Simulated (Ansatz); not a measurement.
# Ca2Si (model cell, started as cuprite): the cell at rest

Wanted: the relaxed cell of Ca2Si (model cell, started as cuprite).

Main program and level: Ansatz 0.2.0; DFT PBEsol, scalar-relativistic, plane waves, PAW.

The structure was built from a prototype and need not be the compound's stable phase.

## 1. The structure

It takes space group Pn-3m (No. 224, cubic). The conventional cell has a = 5.995 Å, b = 5.995 Å, c = 5.995 Å, α = 90.00°, β = 90.00°, γ = 90.00°. Si has 4 Ca at 2.60 Å nearest. Nearest to Ca lie 2 Si at 2.60 Å. Farther neighbours are not listed.

## 2. A coarse first look

A quick single point on a coarse mesh tells whether the cell has a gap and how far it is from rest, which sets the k mesh and smearing that follow.

Input file input.yaml:

```yaml
crystal:
  lattice:
    - [5.99521, 0.0, 0.0]
    - [0.0, 5.99521, 0.0]
    - [0.0, 0.0, 5.99521]
  atoms:
    - { symbol: Si, position: [0.0, 0.0, 0.0] }
    - { symbol: Si, position: [0.5, 0.5, 0.5] }
    - { symbol: Ca, position: [0.25, 0.25, 0.25] }
    - { symbol: Ca, position: [0.75, 0.75, 0.25] }
    - { symbol: Ca, position: [0.75, 0.25, 0.75] }
    - { symbol: Ca, position: [0.25, 0.75, 0.75] }
kpoints:
  mp_grid: { grid: [4, 4, 4] }
hamiltonian:
  xc: pbesol
scf:
  occupations: { method: gaussian, width: 0.1 }
output:
  forces: true
  stress: true
  eigenvalues: true
```

Started as:

```bash
$ ansatz run input.yaml --threads 8 --pin off --max-ram 14336MiB --backend cpu --events-out ev --progress --plain --runs-dir out
```

Numbers of over 12 decimals in the logs are rounded to 6 here.

Log:

```text
Engine: ansatz 0.2.0, aarch64-unknown-linux-gnu
Pseudopotentials: kind: paw
Pseudopotential: Si, paw, valence charge 4, recommended cutoff 420 eV (normal), Si.paw.azcp
Pseudopotential: Ca, paw, valence charge 10, recommended cutoff 420 eV (normal), Ca.paw.azcp
Functional definition: PBEsol
  exchange = pbesol_x
  correlation = pbesol_c
Crystal: 6 atoms, lattice volume = 215.483 Å³
[...]
k-point 0: bands = [... 20 lower, 2.5538, 3.2794, 5.0098, 5.0098, 5.0098, 5.3171, 5.3171, 5.4303, ... 2 higher]
  k-point 1: bands = [... 20 lower, 2.7931, 3.1473, 4.3646, 4.3646, 4.7237, 5.2795, 5.3150, 5.3948, ... 2 higher]
  k-point 2: bands = [... 20 lower, 3.4435, 3.4435, 3.4681, 3.4681, 4.9271, 4.9271, 5.3364, 5.3364, ... 2 higher]
  k-point 9: bands = [... 20 lower, 2.5688, 3.2659, 3.2659, 3.2659, 5.3355, 5.3355, 5.3355, 6.4423, ... 2 higher]
[key lines of the parts left out:]
SCF converged after 7 iterations
Free energy (F): -8415.594059 eV
Fermi energy:    4.487810 eV
P = ⅓ Tr σ = 5.0913 GPa (50.913 kbar)
```

Run time: 1.2 s. Hardware: 8 threads of Arm Neoverse V2, shared host; peak memory 0.61 GiB; 4.8 s of CPU time.

This step gave:

```yaml
pressure: 5.091 GPa
volume_per_atom: 35.91 Å³
gap_on_the_k_mesh: 0 eV
```

The coarse mesh shows no gap and a pressure of 5.1 GPa.

## 3. Bringing the structure to rest

The cell and atoms are relaxed, since residual forces and stress would shift the frequencies.

input.yaml: that of step 2 with these lines changed.

```diff
@@ -13,3 +13,3 @@
 kpoints:
-  mp_grid: { grid: [4, 4, 4] }
+  mp_grid: { grid: [6, 6, 6] }
 hamiltonian:
@@ -22 +22,10 @@
   eigenvalues: true
+  write_density: true
+  write_potential: true
+  elf: true
+  volumetric_format: npy
+relax:
+  adjacent_minimum: "off"
+  f_tol: 0.005
+  max_steps: 80
+  cell: { stress_tol: 0.05 }
```

Log:

```text
[...]
Crystal: 6 atoms, lattice volume = 215.483 Å³
Basis set: ecut = 420 eV, 4169 PW (Γ), exchange–correlation on 90×90×90 points (8 copies of the dense FFT grid, shifted against one another)
Bands: 30, of which v1, the nominal top of the filled ones, is band 24 counted from 1 (23 counted from 0)
Symmetry: 48 space group operations
[...]
k-points: 20 of 216
[...]
SCF iter   1: F=—  HF=-8415.592088 eV  |F-HF|=—  |Δ(HF+E_count)|=         —  Δρ=3.08e-3  dr2=1.87e-2  ethr=1.77e-3  ⟨swp⟩=10.4  Hψ=3226  notcnv=0
[...]
SCF iter   7: F=-8415.589859 eV  HF=-8415.589859 eV  |F-HF|=1.90e-9  |Δ(HF+E_count)|=   4.37e-8  Δρ=1.49e-6  dr2=9.82e-9  ethr=2.08e-10  ⟨swp⟩=14.1  Hψ=4176  notcnv=0
SCF 1 converged in 7 iterations: F = -8415.589859 eV  dr2 = 9.82e-9
[...]
relax step   1: F+E_penalty+E_count = -8415.58985909 eV  Δ(F+E_penalty+E_count) = +0.000e0 eV  max|allowed force component| = 1.542e-18 eV/Å  Δτ_max = 0.0000 Å  P = +5.060 GPa  Ω = 215.483 Å³  (7 SCF iters, dr2 threshold 1.00e-7 eV, accepted)
Crystal: 6 atoms, lattice volume = 248.559 Å³
Basis set: ecut = 420 eV, 4945 PW (Γ), exchange–correlation on 90×90×90 points (8 copies of the dense FFT grid, shifted against one another)
[...]
iter 1 solved again at ethr=5.22e-4 eV; its pass at ethr=3.10e-3 eV (dr2=2.51e-1 eV) is discarded
[...]
SCF iter   6: F=-8416.147718 eV  HF=-8416.147718 eV  |F-HF|=3.04e-8  |Δ(HF+E_count)|=   3.93e-6  Δρ=8.89e-6  dr2=4.15e-7  ethr=1.25e-9  ⟨swp⟩=14.0  Hψ=4840  notcnv=0
SCF 2 converged in 6 iterations: F = -8416.147718 eV  dr2 = 4.15e-7
relax step   2: F+E_penalty+E_count = -8416.14771848 eV  Δ(F+E_penalty+E_count) = -5.579e-1 eV  max|allowed force component| = 1.137e-17 eV/Å  Δτ_max = 0.0000 Å  P = +0.769 GPa  Ω = 248.559 Å³  energy of the carried Pulay correction = -1.055e-3 eV  (6 SCF iters, dr2 threshold 6.00e-7 eV, accepted)
Crystal: 6 atoms, lattice volume = 255.578 Å³
[...]
SCF iter   5: F=-8416.167027 eV  HF=-8416.167027 eV  |F-HF|=9.67e-8  |Δ(HF+E_count)|=   2.35e-6  Δρ=7.22e-6  dr2=1.89e-7  ethr=1.25e-9  ⟨swp⟩=12.4  Hψ=4548  notcnv=0
SCF 3 converged in 5 iterations: F = -8416.167027 eV  dr2 = 1.89e-7
relax step   3: F+E_penalty+E_count = -8416.16702749 eV  Δ(F+E_penalty+E_count) = -1.931e-2 eV  max|allowed force component| = 9.541e-18 eV/Å  Δτ_max = 0.0000 Å  P = +0.135 GPa  Ω = 255.578 Å³  energy of the carried Pulay correction = -1.260e-3 eV  (5 SCF iters, dr2 threshold 6.00e-7 eV, accepted)
[...]
relax step   4: F+E_penalty+E_count = -8416.16765427 eV  Δ(F+E_penalty+E_count) = -6.268e-4 eV  max|allowed force component| = 1.238e-17 eV/Å  Δτ_max = 0.0000 Å  P = +0.005 GPa  Ω = 257.118 Å³  energy of the carried Pulay correction = -1.305e-3 eV  (5 SCF iters, dr2 threshold 4.52e-8 eV, accepted)
[...]
SCF iter   6: F=-8416.171483 eV  HF=-8416.171483 eV  |F-HF|=1.82e-12  |Δ(HF+E_count)|=  5.46e-12  Δρ=4.98e-8  dr2=1.44e-11  ethr=1.00e-12  ⟨swp⟩=8.6  Hψ=2955  notcnv=0
SCF 5 converged in 6 iterations: F = -8416.171483 eV  dr2 = 1.44e-11
[...]
relax step   5: F+E_penalty+E_count = -8416.17148295 eV  Δ(F+E_penalty+E_count) = -3.829e-3 eV  max|allowed force component| = 1.296e-17 eV/Å  Δτ_max = 0.0000 Å  P = +0.030 GPa  Ω = 257.118 Å³  stress off target by 2.95e-2 GPa  SCF on the basis re-selected at this cell (its energy is not comparable with the rows above)  (6 SCF iters)
basis re-selected at this cell: Δ(F+E_penalty+E_count) = -3.829e-3 eV, ΔP = +0.024 GPa vs the last step (what re-selecting the basis moved, of the pressure what is left beyond the Pulay correction that the steps carried, after the strain that the cell walked since its last selection, with what the two solves' SCF thresholds leave and, on support functions, any second-order correction that the steps lacked; it is no m [...]
SCF converged after 6 iterations
Free energy (F): -8416.171483 eV
[...]
Internal energy: -8416.157948 eV  (E = F + TS)
E sigma→0 (E₀):  -8416.164716 eV
Entropy (-TS):   -0.013535 eV (-2.256 meV/atom)
Fermi energy:    3.437967 eV
[...]
--- Stress (GPa, compression-positive) ---
        0.029545      -0.000000      -0.000000
       -0.000000       0.029545       0.000000
       -0.000000       0.000000       0.029545
  P = ⅓ Tr σ = 0.0295 GPa (0.295 kbar)
--- Band table (eV; the first three rows and the last of 20) ---
  k-point 0: bands = [... 20 lower, 1.6956, 2.2405, 3.6566, 3.6566, 3.6566, 4.0944, 4.0944, 4.4173, ... 2 higher]
  k-point 1: bands = [... 20 lower, 1.7846, 2.1638, 3.4153, 3.4153, 3.5840, 4.1086, 4.1257, 4.3871, ... 2 higher]
  k-point 2: bands = [... 20 lower, 2.0412, 2.0412, 2.9404, 2.9404, 3.6215, 4.0518, 4.1523, 4.3118, ... 2 higher]
  k-point 19: bands = [... 20 lower, 1.6280, 2.2465, 2.2465, 2.2465, 4.2156, 4.2156, 4.2156, 5.3072, ... 2 higher]
--- Relaxed structure (4 steps of the walk, 4 accepted, 1 SCFs on fresh bases) ---
  F+E_penalty+E_count = -8416.17148295 eV   max|allowed force component| = 1.296e-17 eV/Å   (the final SCF, on the basis selected at the relaxed cell)
  cell:  # Å, volume = 257.1184 Å³
    - [6.358838, 0, 0]
    - [0, 6.358838, 0]
    - [0, 0.0, 6.358838]
  atoms:
    - { symbol: Si, position: [0, 0, 0] }
    - { symbol: Si, position: [0.5, 0.5, 0.5] }
    - { symbol: Ca, position: [0.25, 0.25, 0.25] }
    - { symbol: Ca, position: [0.75, 0.75, 0.25] }
    - { symbol: Ca, position: [0.75, 0.25, 0.75] }
    - { symbol: Ca, position: [0.25, 0.75, 0.75] }
```

It took 7.1 s on 8 threads; peak memory 0.75 GiB.

Step by step:

| step | energy less that of the first step (eV) | largest force component (eV/Å) | pressure (GPa) | volume (Å³) |
| --- | --- | --- | --- | --- |
| 1 | 0.0000 | 0.0000 | 5.06 | 215.48 |
| 2 | -0.5579 | 0.0000 | 0.77 | 248.56 |
| 3 | -0.5772 | 0.0000 | 0.13 | 255.58 |
| 4 | -0.5778 | 0.0000 | 0.01 | 257.12 |
| 5* | -0.5816 | 0.0000 | 0.03 | 257.12 |

Relaxation steps marked * repeat the geometry before them on a plane-wave basis chosen anew for their cell, so energy and pressure can jump there.

Forces are held to the 48 operations that the run works with; a distortion that breaks them can't arise in this run.

| conventional cell, symmetrised | before | after | change |
| --- | --- | --- | --- |
| a (Å) | 5.995 | 6.359 | +6.1 % |
| b (Å) | 5.995 | 6.359 | +6.1 % |
| c (Å) | 5.995 | 6.359 | +6.1 % |
| volume (Å³/atom) | 35.91 | 42.85 | +19.3 % |

The relaxed structure:

```cif
data_structure
_symmetry_space_group_name_H-M 'P 1'
_symmetry_Int_Tables_number 1
_cell_length_a 6.3588
_cell_length_b 6.3588
_cell_length_c 6.3588
_cell_angle_alpha 90.000
_cell_angle_beta 90.000
_cell_angle_gamma 90.000
_cell_volume 257.12
loop_
_atom_site_label
_atom_site_type_symbol
_atom_site_fract_x
_atom_site_fract_y
_atom_site_fract_z
_atom_site_occupancy
Si1 Si 0.00000 0.00000 0.00000 1
Si2 Si 0.50000 0.50000 0.50000 1
Ca3 Ca 0.25000 0.25000 0.25000 1
Ca4 Ca 0.75000 0.75000 0.25000 1
Ca5 Ca 0.75000 0.25000 0.75000 1
Ca6 Ca 0.25000 0.75000 0.75000 1
```

This step gave:

| Item | Value |
| --- | --- |
| pressure | 0.02955 GPa |
| volume per atom | 42.85 Å³ |

Valence density in the ac plane at fractional y = 0.250, with atoms of Ca within 0.2 Å of it. It is the smooth field of the valence electrons, not physical close to the nuclei.

Ten steps, logarithmic in the rise over the least value, from '_' (0.0 e/Å³) to '@' (6.5 e/Å³), each cell a mean:
```
........__________________..........
......________________..--====--::..
....________________..==**%%##++--..
____________________::++%%@@@@##==..
__________________..::**%%@@@@%%==..
________________....::++##%%%%**--__
______________........--++**++==..__
____________............::::::..____
____________......::........________
________..................__________
____..--====--::........____________
__..==**%%##++--......______________
__::++%%@@@@##==..__________________
..::**%%@@@@%%==..__________________
..::++##%%%%**--__________________..
....--++**++==..________________....
......::::::..________________......
::........____________________......
```
Columns run along a (6.4 Å), rows up along c (6.4 Å). Atoms in or near the plane, at fractional coordinates: Ca at (0.25, 0.25), Ca at (0.75, 0.75).

Electrostatic potential energy in the ac plane at fractional y = 0.250, with atoms of Ca within 0.2 Å of it. With pseudopotentials it is smooth inside the atoms' cores, unlike the true potential.

Values in eV, 10 rows by 16 columns, each cell a mean:
```
  6   7   7   7   6   6   6   5   4   3   0  -3  -3   0   3   5
  5   7   8   8   8   7   7   5   3  -2 -16 -36 -41 -26  -6   2
  5   7   7   8   8   8   7   6   3  -4 -27 -54 -55 -44 -13   0
  5   6   7   7   7   8   7   7   5   1  -8 -22 -27 -16  -4   2
  5   5   5   5   5   6   6   6   6   5   4   2   1   2   3   4
  4   3   0  -3  -3   0   3   5   6   7   7   7   6   6   6   5
  3  -2 -16 -36 -41 -26  -6   2   5   7   8   8   8   7   7   5
  3  -4 -27 -54 -55 -44 -13   0   5   7   7   8   8   8   7   6
  5   1  -8 -22 -27 -16  -4   2   5   6   7   7   7   8   7   7
  6   5   4   2   1   2   3   4   5   5   5   5   5   6   6   6
```
Columns run along a (6.4 Å; values clipped at the 3rd and 97th percentile), rows up along c (6.4 Å). Atoms in or near the plane, at fractional coordinates: Ca at (0.25, 0.25), Ca at (0.75, 0.75).

ELF in the ac plane at fractional y = 0.250, with atoms of Ca within 0.2 Å of it. It is the smooth field of the valence electrons, not physical close to the nuclei.

Values, 10 rows by 16 columns, each cell a mean:
```
0.73 0.71 0.60 0.41 0.23 0.15 0.14 0.13 0.07 0.03 0.07 0.20 0.21 0.15 0.27 0.57
0.43 0.53 0.43 0.28 0.18 0.15 0.17 0.14 0.04 0.13 0.64 0.82 0.82 0.71 0.29 0.15
0.14 0.27 0.21 0.15 0.15 0.21 0.32 0.31 0.10 0.22 0.79 0.83 0.80 0.85 0.57 0.07
0.08 0.16 0.16 0.18 0.27 0.42 0.57 0.61 0.41 0.15 0.35 0.64 0.72 0.61 0.23 0.03
0.11 0.12 0.11 0.13 0.24 0.45 0.66 0.75 0.74 0.57 0.28 0.13 0.09 0.05 0.04 0.06
0.07 0.03 0.07 0.20 0.21 0.15 0.27 0.57 0.73 0.71 0.60 0.41 0.23 0.15 0.14 0.13
0.04 0.13 0.64 0.82 0.82 0.71 0.29 0.15 0.43 0.53 0.43 0.28 0.18 0.15 0.17 0.14
0.10 0.22 0.79 0.83 0.80 0.85 0.57 0.07 0.14 0.27 0.21 0.15 0.15 0.21 0.32 0.31
0.41 0.15 0.35 0.64 0.72 0.61 0.23 0.03 0.08 0.16 0.16 0.18 0.27 0.42 0.57 0.61
0.74 0.57 0.28 0.13 0.09 0.05 0.04 0.06 0.11 0.12 0.11 0.13 0.24 0.45 0.66 0.75
```
Columns run along a (6.4 Å), rows up along c (6.4 Å). Atoms in or near the plane, at fractional coordinates: Ca at (0.25, 0.25), Ca at (0.75, 0.75).

In this step the volume went from 35.91 to 42.85 Å³/atom.

## 4. Bringing the structure to rest

The relaxation is repeated from its end on the same settings, as a check that it has come to rest.

input.yaml, the sections that differ from step 3:

```yaml
crystal:
  lattice:
    - [6.3588376723, 0.0, 0.0]
    - [0.0, 6.3588376723, 0.0]
    - [0.0, 0.0, 6.3588376723]
  atoms:
    - { symbol: Si, position: [0.0, 0.0, 0.0] }
    - { symbol: Si, position: [0.5, 0.5, 0.5] }
    - { symbol: Ca, position: [0.25, 0.25, 0.25] }
    - { symbol: Ca, position: [0.75, 0.75, 0.25] }
    - { symbol: Ca, position: [0.75, 0.25, 0.75] }
    - { symbol: Ca, position: [0.25, 0.75, 0.75] }
output:
  forces: true
  stress: true
  eigenvalues: true
# kpoints, hamiltonian, scf, relax: as in step 3
```

Log:

```text
[...]
Crystal: 6 atoms, lattice volume = 257.118 Å³
Basis set: ecut = 420 eV, 4945 PW (Γ), exchange–correlation on 90×90×90 points (8 copies of the dense FFT grid, shifted against one another)
Bands: 30, of which v1, the nominal top of the filled ones, is band 24 counted from 1 (23 counted from 0)
[... 1 set-up line as in the run before ...]
[...]
k-points: 20 of 216
[...]
cell:  # Å, volume = 257.1184 Å³
    - [6.3588376723, 0.0, 0.0]
    - [0.0, 6.3588376723, 0.0]
    - [0.0, 0.0, 6.3588376723]
  atoms:
    - { symbol: Si, position: [0.0, 0.0, 0.0] }
    - { symbol: Si, position: [0.500000, 0.500000, 0.500000] }
    - { symbol: Ca, position: [0.250000, 0.250000, 0.250000] }
    - { symbol: Ca, position: [0.750000, 0.750000, 0.250000] }
    - { symbol: Ca, position: [0.750000, 0.250000, 0.750000] }
    - { symbol: Ca, position: [0.250000, 0.750000, 0.750000] }
[key lines of the parts left out:]
SCF converged after 5 iterations
Free energy (F): -8416.171483 eV
Fermi energy:    3.437966 eV
P = ⅓ Tr σ = 0.0295 GPa (0.295 kbar)
```

Wall time 3 s (8 threads); peak memory 0.75 GiB; 21 s of CPU time.

Little changed from the start: no atom moved by 0.005 Å and no cell edge by 0.1 %.

This step gave:

```
pressure : 0.02954 GPa
```

In this step the volume went from 42.85 to 42.85 Å³/atom.

## 5. Relaxing to small forces for the phonons

Phonons need a cell at rest on their own settings, so the relaxation is repeated with tight tolerances on forces and stress on the k mesh and occupations of the first response run.

input.yaml: that of step 4 with these lines changed.

```diff
@@ -17,3 +17,3 @@
 scf:
-  occupations: { method: gaussian, width: 0.1 }
+  occupations: { method: methfessel_paxton, width: 0.15 }
 output:
@@ -24,4 +24,4 @@
   adjacent_minimum: "off"
-  f_tol: 0.005
-  max_steps: 80
-  cell: { stress_tol: 0.05 }
+  f_tol: 0.001
+  max_steps: 60
+  cell: { stress_tol: 0.01 }
```

Log:

```text
[...]
Crystal: 6 atoms, lattice volume = 257.118 Å³
Basis set: ecut = 420 eV, 4945 PW (Γ), exchange–correlation on 90×90×90 points (8 copies of the dense FFT grid, shifted against one another)
Bands: 30, of which v1, the nominal top of the filled ones, is band 24 counted from 1 (23 counted from 0)
[... 1 set-up line as in the run before ...]
[...]
k-points: 20 of 216
[...]
cell:  # Å, volume = 257.4753 Å³
    - [6.361779, 0, 0]
    - [0, 6.361779, 0]
    - [0, 0, 6.361779]
  atoms:
    - { symbol: Si, position: [0, 0, 0] }
    - { symbol: Si, position: [0.500000, 0.500000, 0.500000] }
    - { symbol: Ca, position: [0.250000, 0.250000, 0.250000] }
    - { symbol: Ca, position: [0.75, 0.75, 0.250000] }
    - { symbol: Ca, position: [0.75, 0.250000, 0.75] }
    - { symbol: Ca, position: [0.250000, 0.75, 0.75] }
[key lines of the parts left out:]
SCF converged after 6 iterations
Free energy (F): -8416.164541 eV
Fermi energy:    3.439541 eV
P = ⅓ Tr σ = 0.0033 GPa (0.033 kbar)
```

Wall time 4.8 s (8 threads); peak memory 0.76 GiB.

Little changed from the start: no atom moved by 0.005 Å and no cell edge by 0.1 %.

Numbers from this step:

- pressure: 0.003337 GPa
- volume per atom: 42.91 Å³

The forces vanish by symmetry and the pressure is 0.003 GPa, within the tolerances set. The cell now holds 42.91 Å³/atom.

## 6. Results

```yaml
space_group_after_relaxation_within_0p01_a: Pn-3m
lattice_constant_a: 6.362 Å
lattice_constant_b: 6.362 Å
lattice_constant_c: 6.362 Å
volume_per_atom: 42.9 Å³
```

The forces vanish by symmetry and the pressure is 0.003 GPa, within the tolerances set. The cell now holds 42.91 Å³/atom. The relaxation keeps the symmetry of its start, so it says nothing on stability against lower symmetry. The starting cell was built on a prototype and not taken from a measurement, so the phase need not exist.

[Logs are printed without paths, hosts, clocks, repeated set-up lines and the standing remarks that a program may print on its own settings, such as how far it seeks lower states.]

[Hosts, paths, dates, database ids (printed as entryN), source tags and the programs' standing remarks are cut or masked in the printed files.]
